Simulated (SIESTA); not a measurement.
Here is a SIESTA 5.4.2 calculation.

The input CdS.fdf:

```
SystemName                      CdS
SystemLabel                     CdS
NumberOfSpecies                 2
NumberOfAtoms                   2
%block ChemicalSpeciesLabel
  1  48 Cd
  2  16 S
%endblock ChemicalSpeciesLabel
%include structure.fdf

%block kgrid.MonkhorstPack
    8   0   0  0.0
    0   8   0  0.0
    0   0   8  0.0
%endblock kgrid.MonkhorstPack
XC.Functional                   GGA
XC.Authors                      PBE
PAO.BasisSize                   DZP
PAO.EnergyShift                 0.003 Ry
Mesh.Cutoff                     800 Ry
OccupationFunction              FD
ElectronicTemperature           0.05 eV
MaxSCFIterations                120
SCF.MustConverge                false
SCF.Mixer.Method                Pulay
SCF.Mixer.Weight                0.25
SCF.Mixer.History               8
SCF.DM.Tolerance                5.0e-05
SCF.H.Tolerance                 1.0e-03 eV
WriteForces                     true
Charge.Mulliken                 end
%block PAO.Basis
  Cd 5
  n=4 0 2
    2.625 0.000
  n=5 0 2
    7.565 0.000
  n=4 1 2
    2.973 0.000
  n=5 1 1
    7.565
  n=4 2 2
    4.575 0.000
%endblock PAO.Basis
```

The input structure.fdf:

```
LatticeConstant                 1.0 Ang
%block LatticeVectors
     0.0000000000     2.7532440000     2.7532440000
     2.7532440000     0.0000000000     2.7532440000
     2.7532440000     2.7532440000     0.0000000000
%endblock LatticeVectors
AtomicCoordinatesFormat         Fractional
%block AtomicCoordinatesAndAtomicSpecies
     0.0000000000     0.0000000000     0.0000000000  1  Cd
     0.5000000000     0.5000000000     0.5000000000  2  S
%endblock AtomicCoordinatesAndAtomicSpecies
```

Potentials or basis: PseudoDojo 0.4 standard (PBE files), DZP (energy shift 0.003 Ry; two zetas on semicore shells).

The run is started by

```sh
$ siesta < CdS.fdf > CdS.out 2>&1
```

Q: Estimate the band gap on the k mesh.

A: 0.28 eV, indirect (least direct gap 1.68 eV).

Q: Predict the pressure.

A: -0.2 GPa.

Caveat: the basis of atomic orbitals isn't converged, which shifts pressures, moduli and gaps. PBE gaps usually lie below the measured ones, often by a third to a half.
